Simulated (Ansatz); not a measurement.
# MgSe: how the settings move a single-point run

How sensitive is a single-point run of MgSe to its settings? A reference run comes first, then two runs with altered input.

Program: Ansatz 0.2.0. Level of theory: reference: DFT, PBE, plane waves, PAW. These are calculated values, not measurements.

3 further runs of the same task are left out: 3 that didn't finish.

### Step 1. Starting point

Symmetry: Fm-3m, No. 225, cubic system. The conventional cell has a = 5.473 Å, b = 5.473 Å, c = 5.473 Å, α = 90.00°, β = 90.00°, γ = 90.00°. Mg (site symmetry m-3m) has 6 Se at 2.74 Å as nearest neighbours. Around Se (site symmetry m-3m) lie 6 Mg at 2.74 Å.

As a file:

```
Mg Se
1.0
     0.00000    2.73627    2.73627
     2.73627    0.00000    2.73627
     2.73627    2.73627    0.00000
Mg Se
1 1
Direct
  0.00000 0.00000 0.00000
  0.50000 0.50000 0.50000
```

### Step 2. Baseline

input.yaml

```yaml
crystal:
  lattice:
    - [0.0, 2.7362693762, 2.7362693762]
    - [2.7362693762, 0.0, 2.7362693762]
    - [2.7362693762, 2.7362693762, 0.0]
  atoms:
    - { symbol: Mg, position: [0.0, 0.0, 0.0] }
    - { symbol: Se, position: [0.5, 0.5, 0.5] }
kpoints:
  mp_grid: { grid: [6, 6, 6] }
hamiltonian:
  xc: pbe
scf:
  occupations: { method: fixed }
  n_extra_bands: 4
output:
  forces: true
  stress: true
  eigenvalues: true
```

Started as:

```
$ ansatz run input.yaml --threads 4 --pin off --max-ram 3686MiB --backend cpu --events-out ev --progress --plain --runs-dir out
```

### Step 3. Changed: xc mr2scan

input.yaml: that of step 2 with these lines changed.

```diff
@@ -11,3 +11,3 @@
 hamiltonian:
-  xc: pbe
+  xc: mr2scan
 scf:
```

### Step 4. Changed: xc lda

input.yaml: that of step 2 with these lines changed.

```diff
@@ -11,3 +11,3 @@
 hamiltonian:
-  xc: pbe
+  xc: lda
 scf:
```

Before running it: what results should come out? Wanted: for each run, ending; energy change; pressure; gap; force.

The runs gave:

| run | ending | energy change | pressure (GPa) | gap (eV) | force (eV/Å) | cycles | time |
| --- | --- | --- | --- | --- | --- | --- | --- |
| reference | converged | - | 1.3 | 1.80 | 0.00 | 6 | 0.67 s |
| 1: xc mr2scan | converged | not comparable | 0.0 | 2.48 | 0.00 | 6 | 1.4 s |
| 2: xc lda | converged | not comparable | -2.8 | 1.64 | 0.00 | 6 | 0.68 s |

Residual by cycle in the longest SCF loop of each run; runs are numbered as in the table. The quantity is the density residual dr2, in eV.

| cycle | reference | run 1 | run 2 |
| --- | --- | --- | --- |
| 1 | 1.5e-4 | 0.0129 | 0.00511 |
| 2 | 1.6e-4 | 0.00175 | 0.00109 |
| 3 | 6.8e-6 | 1.1e-4 | 1.3e-4 |
| 4 | 5.0e-6 | 4.4e-6 | 5.0e-6 |
| 5 | 3.2e-7 | 3.6e-7 | 1.6e-7 |
| 6 | 4.3e-8 | 1.0e-8 | 6.5e-9 |

What this shows: The pressure spans -2.8 to 1.3 GPa over the reference and the converged variants. The gap spans 1.64 to 2.48 eV over the reference and the converged variants.
